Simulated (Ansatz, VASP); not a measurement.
# Hf: VASP beside Ansatz

File INCAR:

```
SYSTEM = Hf
PREC = Accurate
ENCUT = 520
EDIFF = 1E-7
ISMEAR = -1
SIGMA = 0.08
LREAL = .False.
LASPH = .True.
NELM = 100
ALGO = Normal
ISIF = 2
LWAVE = .False.
LCHARG = .True.
GGA = CA
LELF = .True.
LVHAR = .True.
NBANDS = 11
```

KPOINTS

```
regular mesh
0
Gamma
  16 16 16
  0 0 0
```

File POSCAR:

```
Hf
1.0
   -1.8050000000      1.8050000000      1.8050000000
    1.8050000000     -1.8050000000      1.8050000000
    1.8050000000      1.8050000000     -1.8050000000
Hf
1
Direct
    0.0000000000      0.0000000000      0.0000000000
```

Input for Ansatz:

```yaml
crystal:
  lattice:
    - [-1.805, 1.805, 1.805]
    - [1.805, -1.805, 1.805]
    - [1.805, 1.805, -1.805]
  atoms:
    - { symbol: Hf, position: [0.0, 0.0, 0.0] }
kpoints:
  mp_grid: { grid: [16, 16, 16] }
  band_path:
    path:
      - [0.0, 0.0, 0.0]
      - [0.5, -0.5, 0.5]
      - [0.0, 0.0, 0.5]
      - [0.0, 0.0, 0.0]
      - [0.25, 0.25, 0.25]
      - [0.5, -0.5, 0.5]
      - [0.25, 0.25, 0.25]
      - [0.0, 0.0, 0.5]
    npoints: 5
scf:
  occupations: { method: fermi_dirac, width: 0.08 }
hamiltonian:
  xc: lda
  pseudopotentials: { kind: all_electron, lapw: { basis_error: 0.001 } }
output:
  forces: true
  stress: true
  eigenvalues: true
```

Alike in both runs: task single point; functional LDA; k mesh 16 × 16 × 16; occupations fermi-dirac, width 0.08 eV; no spin polarisation.

```csv
,VASP,Ansatz
version,VASP 6.6.1,Ansatz 0.2.0
potentials or method,"VASP PAW LDA potentials, release 64 (Hf_pv)","all-electron LAPW, scalar-relativistic"
plane-wave cutoff (eV),520,see its input
```

```tsv
	VASP	Ansatz	Ansatz less VASP
pressure (GPa)	-12.6	-12.5	+0.02
```

Ansatz ran all-electron here, so the differences hold the error of VASP's frozen core and of both bases.

The runs have no spin-orbit coupling, so splittings on Hf are missing.
